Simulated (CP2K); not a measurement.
Crystal: InSe.

```
In Se
1.0
     6.17806    0.00000    0.00000
     4.81142    3.87539    0.00000
    -1.62514   -0.57310    4.77135
In Se
2 2
Direct
  0.88820 0.88820 0.04684
  0.11180 0.11180 0.95316
  0.66093 0.66093 0.66896
  0.33907 0.33907 0.33104
```

The cell comes from a database or a generator and needn't be the stable form of this composition.

Base run:

| Quantity | Value |
| --- | --- |
| Program | CP2K 2026.2 |
| Functional | TASK |
| Potentials or basis | POTENTIAL_UZH In GTH-SCAN-q13, Se GTH-SCAN-q6; TZVP-MOLOPT-SCAN-GTH basis |
| Density cutoff | 9184 eV |
| k mesh | 7 × 7 × 6 |
| Occupations | fermi-dirac, width 0.0259 eV |
| Spin | no spin polarisation |

Its results: band gap on the k mesh 1.55 eV, indirect (least direct gap 1.75 eV); pressure 2.3 GPa; largest force 0.310 eV/Å.

Q: The run is repeated on the same cell with these changes: functional from TASK to r2SCAN; eps_default from 1.0E-10 to 1.0E-9. What comes out?

A: Band gap on the k mesh 1.45 eV, indirect (least direct gap 1.56 eV); pressure -0.1 GPa; largest force 0.084 eV/Å.

Caveats: spin-orbit coupling is left out, which moves the levels of the heavy elements; the basis of atomic orbitals isn't converged, which shifts pressures, moduli and gaps; the potentials were made for another functional, which shifts forces and pressure (some runs).

Not every run made on this cell is shown here.
